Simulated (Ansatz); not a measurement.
C (Im-3m), random displacements

Computed with DFT LDA, scalar-relativistic, plane waves, PAW (Ansatz 0.2.0). The runs took a 420 eV cutoff, a Γ-centred 8×8×8 mesh and Gaussian smearing (0.05 eV). No spin polarisation. Energies are free energies at this smearing, counted from the undisturbed cell; pressure is positive in compression.

Zero of the scan (relaxed at this level; this bcc form isn't the usual structure):

```
C
1.0
    -2.41040    2.41040    2.41040
     2.41040   -2.41040    2.41040
     2.41040    2.41040   -2.41040
C
8
Cartesian
  -0.7845 0.7845 0.7845
  1.6259 1.6259 1.6259
  0.7845 -0.7845 0.7845
  0.7845 0.7845 -0.7845
  1.6259 -1.6259 1.6259
  0.7845 0.7845 0.7845
  -1.6259 1.6259 1.6259
  1.6259 1.6259 -1.6259
```

After a displacement of all atoms with no net shift and a strain of the cell, the run gives ΔE = 367.2 meV/atom; stress (xx, yy, zz, yz, xz, xy; compression positive) (-2.80, 35.87, 1.94, 3.68, 0.30, -2.22) GPa; gap on the mesh 1.37 eV.

```csv
atom,Fx (eV/Å),Fy,Fz
C1,-1.543,6.613,-0.953
C2,-1.501,3.275,-2.536
C3,0.770,-7.894,1.896
C4,-1.836,5.127,4.061
C5,1.172,3.822,-0.128
C6,1.794,0.047,-0.619
C7,0.174,-5.944,-3.118
C8,0.970,-5.048,1.396
```

Which displacements (Å, in the unstrained cell) and strain were applied?

```
atom ux uy uz
  C1   0.01  -0.10   0.08
  C2   0.06  -0.11   0.06
  C3   0.00   0.19  -0.01
  C4   0.03  -0.10  -0.19
  C5  -0.05  -0.09  -0.01
  C6  -0.05   0.07   0.02
  C7   0.04   0.08   0.07
  C8  -0.03   0.06  -0.03
```
Strain (Voigt, engineering shear): (0.0030, 0.0015, -0.0058, -0.0183, -0.0025, 0.0059).

Cost: 1 run of about 0.17 core-minutes, on AMD EPYC 9R45 (Zen 5) (shared hosts).